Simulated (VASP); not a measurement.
Set up this calculation in VASP 6.6.1, as the native input.

```
Task                   : single point
Functional             : PBEsol
Potentials or basis    : VASP PAW PBE potentials, release 64 (Br, K_sv)
Cutoff                 : 520 eV
k mesh                 : 7 × 7 × 7
Occupations            : fermi-dirac, width 0.05 eV
Spin                   : no spin polarisation
Ladder                 : free
Further INCAR settings : ALGO = Normal; EDIFF = 1e-07; NBANDS = 15
```

The structure of KBr lies in POSCAR:

```
KBr
1.0
    0.0000000000      3.3000000000      3.3000000000
    3.3000000000      0.0000000000      3.3000000000
    3.3000000000      3.3000000000      0.0000000000
Br K
1 1
Direct
    0.5000000000      0.5000000000      0.5000000000
    0.0000000000      0.0000000000      0.0000000000
```

The input as run:

INCAR

```
SYSTEM = KBr
PREC = Accurate
ENCUT = 520
EDIFF = 1E-7
ISMEAR = -1
SIGMA = 0.05
LREAL = .False.
LASPH = .True.
NELM = 80
ALGO = Normal
ISIF = 2
LWAVE = .False.
LCHARG = .False.
GGA = PS
NBANDS = 15
```

KPOINTS

```
Automatic mesh
0
Gamma
  7 7 7
  0 0 0
```

Potentials or basis: VASP PAW PBE potentials, release 64 (Br, K_sv).

Command:

```sh
$ cat potpaw_PBE.64/Br/POTCAR potpaw_PBE.64/K_sv/POTCAR > POTCAR
$ mpirun -np 1 vasp_std > vasp.out
```

It gave:

```yaml
Pressure: -0.3 GPa
Band_gap_on_the_k_mesh: 4.28 eV, direct
```

Caveat: the PAW data sets were made with another functional, which shifts forces and pressure a little.

Wall time 14 s on 1 thread of Intel(R) Xeon(R) Platinum 8488C (Sapphire Rapids) (shared host), peak memory 0.21 GiB.
